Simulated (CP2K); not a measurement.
NaCl:

```
Cl Na
1.0
     3.50219    0.00000    0.00000
     0.00000    3.50219    0.00000
     0.00000    0.00000    3.50219
Cl Na
1 1
Direct
  0.50000 0.50000 0.50000
  0.00000 0.00000 0.00000
```

Measurements of this composition are mostly on another form, of space group No. 225.

Base run:

```yaml
Program: CP2K 2026.2
Functional: PBE
Potentials_or_basis: POTENTIAL_UZH Cl GTH-PBE-q7, Na GTH-PBE-q9; TZVP-MOLOPT-PBE-GTH basis
Density_cutoff: 18368 eV
k_mesh: 8 × 8 × 8
Occupations: fermi-dirac, width 0.05 eV
Spin: no spin polarisation
```

Its results: band gap on the k mesh 3.95 eV, indirect (least direct gap 4.44 eV).

The run is repeated on the same cell with these changes: functional from PBE to TB-mBJ; density cutoff from 18368 eV to 19048 eV; cutoff of the grids from 1350 Ry to 1400 Ry. What comes out?

Band gap on the k mesh 4.69 eV, indirect (least direct gap 5.17 eV).

Caveats: the basis of atomic orbitals isn't converged, which shifts pressures, moduli and gaps; this is a model potential without an energy functional, so only levels have meaning (some runs).
